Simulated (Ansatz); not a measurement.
The following input was run with Ansatz 0.2.0.

```yaml
crystal:
  lattice:
    - [-3.068376719, 3.068376719, 2.5198993623]
    - [3.068376719, -3.068376719, 2.5198993623]
    - [3.068376719, 3.068376719, -2.5198993623]
  atoms:
    - { symbol: Ta, position: [0.6630661939, 0.8369338061, 0.5] }
    - { symbol: Ta, position: [0.8369338061, 0.3369338061, 0.1738676123] }
    - { symbol: Ta, position: [0.3369338061, 0.1630661939, 0.5] }
    - { symbol: Ta, position: [0.1630661939, 0.6630661939, 0.8261323877] }
    - { symbol: Si, position: [0.25, 0.25, 0.0] }
    - { symbol: Si, position: [0.75, 0.75, 0.0] }
basis:
  ecutwfc: 420
kpoints:
  mp_grid: { grid: [10, 10, 10] }
  band_path:
    path:
      - [[0.0, 0.0, 0.0], [0.0, 0.0, 0.5], [-0.5, 0.5, 0.5], [0.0, 0.0, 0.0], [0.41861222, 0.41861222, -0.41861222]]
      - [[-0.41861222, 0.58138778, 0.41861222], [-0.5, 0.5, 0.5]]
      - [[0.0, 0.0, 0.5], [0.25, 0.25, 0.25], [0.0, 0.5, 0.0], [0.0, 0.0, 0.0]]
    npoints: 14
hamiltonian:
  xc: pbesol
scf:
  occupations: { method: gaussian, width: 0.1 }
  n_extra_bands: 15
output:
  forces: true
  stress: true
  eigenvalues: true
  populations: true
  dos: { projected: true, de: 0.02, nscf_kmesh: { grid: [15, 15, 15] } }
  bader: true
  write_density: true
  write_potential: true
  elf: true
  volumetric_format: npy
```

Run as
```bash
ansatz run input.yaml --threads 1 --pin off --max-ram 2560MiB --backend cpu --events-out ev --progress --plain --runs-dir out
```

Theory: Ansatz, DFT PBEsol, scalar-relativistic, plane waves, PAW.

Abridged output:

```
scf.n_extra_bands = 15 over 30 filled bands (N_el = 60.0): the run solves 45 bands
Pseudopotentials: kind: paw
Pseudopotential: Ta, paw, valence charge 13, recommended cutoff 420 eV (normal)
Pseudopotential: Si, paw, valence charge 4, recommended cutoff 420 eV (normal)
Functional definition: PBEsol
Crystal: 6 atoms, lattice volume = 94.899 Å³
Basis set: ecut = 420 eV, 1881 PW (Γ), exchange–correlation on 72×72×72 points (8 copies of the dense FFT grid, shifted against one another)
Bands: 45, of which v1, the nominal top of the filled ones, is band 30 counted from 1 (29 counted from 0)
Symmetry: 16 space group operations
Space group: I4/mcm (ITA 140), of the structure as read, at distance tolerance 4.6e-5 Å
k-points: 102 of 1000
Initial density: superposition of atomic densities (neutral atoms: chi_scale 0, normalization atom), corrected by the library's trained network
Initial wavefunctions: pseudopotential atomic-orbital guess
Functional: x = pbesol(κ = 0.804, μ = 0.12345679), c = pbesol(β = 0.046)
SCF iter   1: F=—  HF=-40472.629465 eV  |F-HF|=—  |Δ(HF+E_count)|=         —  Δρ=3.40e-3  dr2=7.65e-3  ethr=1.77e-3  ⟨swp⟩=5.3  Hψ=19276  notcnv=0  defer=124
SCF iter   2: F=—  HF=-40472.628813 eV  |F-HF|=—  |Δ(HF+E_count)|=   6.53e-4  Δρ=2.03e-3  dr2=2.57e-3  ethr=1.28e-5  ⟨swp⟩=2.3  Hψ=6858  notcnv=0  defer=156
SCF iter   3: F=—  HF=-40472.628496 eV  |F-HF|=—  |Δ(HF+E_count)|=   3.17e-4  Δρ=2.47e-4  dr2=9.74e-5  ethr=4.29e-6  ⟨swp⟩=2.0  Hψ=5182  notcnv=0  defer=156
SCF iter   4: F=—  HF=-40472.628479 eV  |F-HF|=—  |Δ(HF+E_count)|=   1.68e-5  Δρ=1.01e-4  dr2=1.83e-5  ethr=1.62e-7  ⟨swp⟩=2.0  Hψ=4820  notcnv=0  defer=156
SCF iter   5: F=—  HF=-40472.628474 eV  |F-HF|=—  |Δ(HF+E_count)|=   4.56e-6  Δρ=1.37e-5  dr2=4.52e-7  ethr=3.06e-8  ⟨swp⟩=2.0  Hψ=5265  notcnv=0  defer=156
SCF iter   6: F=-40472.628474 eV  HF=-40472.628474 eV  |F-HF|=1.16e-8  |Δ(HF+E_count)|=   1.04e-7  Δρ=2.65e-6  dr2=1.52e-8  ethr=1.67e-10  ⟨swp⟩=14.6  Hψ=30427  notcnv=0
SCF 1 converged in 6 iterations: F = -40472.628474 eV  dr2 = 1.52e-8
SCF converged after 6 iterations
Free energy (F): -40472.628474 eV
Harris-Foulkes:  -40472.628474 eV  (|F-HF|=1.16e-8)
Internal energy: -40472.612498 eV  (E = F + TS)
E sigma→0 (E₀):  -40472.620486 eV
Entropy (-TS):   -0.015976 eV (-2.663 meV/atom)
Fermi energy:    17.700993 eV
--- Per-component energies (eV) ---
  E_band       = -408.387751
  E_kinetic    = 1555.838675
  E_local      = -2466.339532  (includes V_loc(G=0)·N_el)
  E_nonlocal   = 119.945831
  E_hartree    = 883.095327
  E_xc         = -983.695348
  E_vxc        = -917.153278  (∫ρ·V_xc dr)
  E_paw        = -34088.723418  (= ΣΔE_a)
  E_vpaw       = -466.869691  (= ΣTr[D̂ρ^β])
  E_aug_tail   = 0.000538  (compensation charges beyond the density's cutoff)
  E_ewald      = -5493.652279
  E_core_change = 0.917707  (= ΣΔE_core)
  E_smearing   = -0.015976  (= −TS)
--- Forces (eV/Å), atoms counted from 1 ---
  atom   1  Ta    -0.00110458     0.00110458     0.00000000
  atom   2  Ta    -0.00110458    -0.00110458     0.00000000
  atom   3  Ta     0.00110458    -0.00110458     0.00000000
  atom   4  Ta     0.00110458     0.00110458     0.00000000
  atom   5  Si     0.00000000     0.00000000     0.00000000
  atom   6  Si     0.00000000     0.00000000     0.00000000
--- Stress (GPa, compression-positive) ---
       -0.000872       0.000000       0.000000
        0.000000      -0.000872       0.000000
        0.000000       0.000000      -0.038245
  P = ⅓ Tr σ = -0.0133 GPa (-0.133 kbar)
--- Band table (eV; the first three rows and the last of 102) ---
  k-point 0: bands = ["-50.0138", "-49.9728", "-49.9285", "-49.9285", "-16.7458", "-16.7382", "-16.7382", "-16.6825", "-16.6825", "-16.6560", "-16.6375", "-16.5203", "-16.4039", "-16.1444", "-16.1170", "-16.1170", "5.5997", "10.1927", "12.7176", "12.9021", "13.4029", "13.4029", "15.1435", "15.1435", "15.1593", "15.1593", "15.1752", "15.6788", "17.8956", "17.9022", "18.6142", "19.0379", "19.0379", "19.2956", "19.2956", "19.4050", "21.3825", "22.0916", "23.3114", "23.5058", "23.5769", "23.7583", "23.7583", "24.0359", "24.0359"]
  k-point 1: bands = ["-50.0124", "-49.9728", "-49.9300", "-49.9285", "-16.7700", "-16.7387", "-16.7183", "-16.6941", "-16.6827", "-16.6385", "-16.6296", "-16.5269", "-16.3889", "-16.1474", "-16.1320", "-16.1177", "5.6854", "10.2490", "12.4527", "12.4931", "13.6399", "13.8087", "14.9307", "15.0492", "15.1254", "15.1553", "15.2623", "15.7019", "17.6752", "17.9380", "18.5181", "18.6688", "18.8937", "19.4035", "19.7589", "19.7840", "21.6622", "22.1168", "23.0616", "23.2079", "23.2746", "23.5737", "23.7922", "23.8528", "24.4166"]
  k-point 2: bands = ["-50.0082", "-49.9724", "-49.9345", "-49.9284", "-16.7835", "-16.7363", "-16.7206", "-16.7080", "-16.6834", "-16.6135", "-16.6009", "-16.5430", "-16.3523", "-16.1714", "-16.1565", "-16.1195", "5.9272", "10.4077", "11.8166", "12.1484", "13.9729", "13.9946", "14.7837", "14.9935", "15.1249", "15.1752", "15.4060", "15.4782", "17.5082", "18.0448", "18.2485", "18.3225", "18.5199", "19.7990", "20.2405", "20.5802", "21.9547", "22.1841", "22.5602", "22.7572", "22.9226", "23.4715", "23.4765", "23.6105", "24.7468"]
  k-point 101: bands = ["-49.9652", "-49.9652", "-49.9578", "-49.9556", "-16.9068", "-16.8547", "-16.7381", "-16.6435", "-16.6435", "-16.5530", "-16.4786", "-16.4275", "-16.2540", "-16.2540", "-16.2250", "-16.2250", "7.7087", "10.4643", "11.3393", "11.3393", "11.9448", "14.0237", "14.0237", "14.4086", "15.4153", "16.2233", "16.6339", "16.6530", "16.6906", "16.6906", "17.4683", "17.9151", "18.4093", "18.4093", "20.4016", "21.1865", "21.1865", "21.2181", "21.3708", "21.3708", "22.2508", "23.6670", "23.9780", "25.2671", "26.6398"]
--- Löwdin populations: 6 sites ---
  site symbol q [e]
     0     Ta     12.7953
     1     Ta     12.7953
     2     Ta     12.7953
     3     Ta     12.7953
     4     Si      4.1380
     5     Si      4.1380
  spilling = 0.009046 (of n_electrons = 60.000000)
--- Bader charges: 6 sites ---
  site symbol charge [e]  shift [e]
     0     Ta      0.5694     0.0015
     1     Ta      0.5694     0.0015
     2     Ta      0.5694     0.0015
     3     Ta      0.5694     0.0015
     4     Si     -1.1385     0.0030
     5     Si     -1.1391     0.0030
  estimated error of the sums over rays = 5.6e-4 e
```

Self-consistency was reached.

It took 2.5 min on 1 thread of Arm Neoverse V1, on a shared host, peak memory 0.87 GiB.

Spin-orbit coupling is left out, which matters for the bands of heavy elements.